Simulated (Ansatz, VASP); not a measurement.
# In3As in VASP and in Ansatz

File INCAR:

```
SYSTEM = In3As
PREC     = Accurate       ! precision mode
ENCUT    = 520            ! plane-wave cutoff, eV
EDIFF    = 1E-6           ! SCF threshold, eV
ISMEAR   = -1             ! smearing method
SIGMA    = 0.05           ! smearing width, eV
LREAL    = .FALSE.        ! projectors in reciprocal space
LASPH    = .TRUE.         ! aspherical terms in the spheres
NELM     = 60             ! most SCF steps
ALGO     = Normal         ! electronic algorithm
ISIF     = 2              ! what is computed and relaxed
LWAVE    = .FALSE.        ! write WAVECAR
LCHARG   = .TRUE.         ! write CHGCAR
GGA      = PS             ! functional
LELF     = .TRUE.         ! ELF
LVHAR    = .TRUE.       
NBANDS   = 30             ! bands
```

File KPOINTS:

```
Automatic mesh
0
G
  6 6 6
  0 0 0
```

POSCAR

```
In3As
1.0
    4.7633058499      0.0000000000      0.0000000000
    0.0000000000      4.7633058499      0.0000000000
    0.0000000000      0.0000000000      4.7633058499
In As
3 1
Direct
    0.5000000000      0.5000000000      0.0000000000
    0.5000000000      0.0000000000      0.5000000000
    0.0000000000      0.5000000000      0.5000000000
    0.0000000000      0.0000000000      0.0000000000
```

input.yaml

```yaml
crystal:
  lattice:
    - [4.7633058499, 0.0, 0.0]
    - [0.0, 4.7633058499, 0.0]
    - [0.0, 0.0, 4.7633058499]
  atoms:
    - { symbol: In, position: [0.5, 0.5, 0.0] }
    - { symbol: In, position: [0.5, 0.0, 0.5] }
    - { symbol: In, position: [0.0, 0.5, 0.5] }
    - { symbol: As, position: [0.0, 0.0, 0.0] }
hamiltonian:
  xc: pbesol
  pseudopotentials: { kind: paw }
kpoints:
  mp_grid: { grid: [6, 6, 6] }
scf:
  occupations: { method: fermi_dirac, width: 0.05 }
output:
  forces: true
  stress: true
  eigenvalues: true
  write_density: true
  write_potential: true
  elf: true
  volumetric_format: npy
```

The cell comes from a database or a generator and needn't be the stable form of this composition.

Alike in both runs: task single point; functional PBEsol; k mesh 6 × 6 × 6; occupations fermi-dirac, width 0.05 eV; no spin polarisation.

|  | VASP | Ansatz |
| --- | --- | --- |
| version | VASP 6.6.1 | Ansatz 0.2.0 |
| potentials or method | VASP PAW PBE potentials, release 64 (In_d, As) | Ansatz PAW |
| plane-wave cutoff (eV) | 520 | 420 |
| valence electrons in the cell | 44 | 54 |

```tsv
	VASP	Ansatz	Ansatz less VASP
gap on the k mesh at the Fermi level (eV)	none	none	-
pressure (GPa)	-4.3	-4.3	+0.02
```

A gap of «none» marks a metal or a gap that the smearing closes. With one functional, cell and mesh, what is left measures potentials, basis and numerics. The two sets of potentials don't hold the same shells in valence.

Caveats: the PAW data sets were made with another functional, which shifts forces and pressure a little (VASP); the PAW data sets come from PBE, with cores solved anew for the run's functional, which leaves a small shift of forces and pressure (Ansatz).
